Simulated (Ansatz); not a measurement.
# A sublattice moved along a line in HfN

Method: Ansatz 0.2.0, DFT PBE, scalar-relativistic, plane waves, PAW. Cutoff 420 eV, Γ-centred 16×16×16 k-points, Gaussian smearing of 0.15 eV. Spin–orbit coupling is left out, which can shift energies with elements as heavy as these. No spin polarisation. Energies are free energies at this smearing, counted from the undisturbed cell; pressure is positive in compression.

The starting cell (as given, not relaxed at this level; it stands at 0.7 GPa; this zinc-blende form isn't the usual structure):

```yaml
crystal:
  lattice:
    - [0.00000, 2.45482, 2.45482]
    - [2.45482, 0.00000, 2.45482]
    - [2.45482, 2.45482, 0.00000]
  atoms:
    - { symbol: Hf, position: [0.00000, 0.00000, 0.00000] }
    - { symbol: N, position: [0.75000, 0.75000, 0.75000] }
```

Every Hf atom is moved by x along the Cartesian unit vector (0.000, 0.000, 1.000); the cell and all other atoms stay fixed. The cell is metallic on the mesh throughout.

```csv
x (Å),ΔE (meV/cell),force along x on the moved atoms (eV/Å),pressure (GPa)
-0.1000,58.2,1.17,1.7
-0.0500,14.6,0.58,1.0
0.0000,0.0,0.00,0.7
0.0125,?,?,0.7
0.0250,?,-0.29,?
0.0375,8.3,-0.44,0.9
0.0625,22.8,-0.72,1.1
0.0750,32.7,-0.87,1.3
0.0875,44.5,-1.02,1.5
```

By symmetry 0.1000 repeats -0.1000, -0.0750 repeats 0.0750, 0.0500 repeats -0.0500, -0.0250 repeats 0.0250 in energy; the slope of the energy along the path changes sign there.

(1) Give the withheld values.

Results:

(1) ΔE (meV/cell) at x (Å) = 0.0125: 0.9; force along x on the moved atoms (eV/Å) at x (Å) = 0.0125: -0.15; ΔE (meV/cell) at x (Å) = 0.0250: 3.7; pressure (GPa) at x (Å) = 0.0250: 0.8.

Cost: 9 runs of about 6.9 core-minutes in all, on Intel Xeon Processor @ 2.70GHz (shared hosts).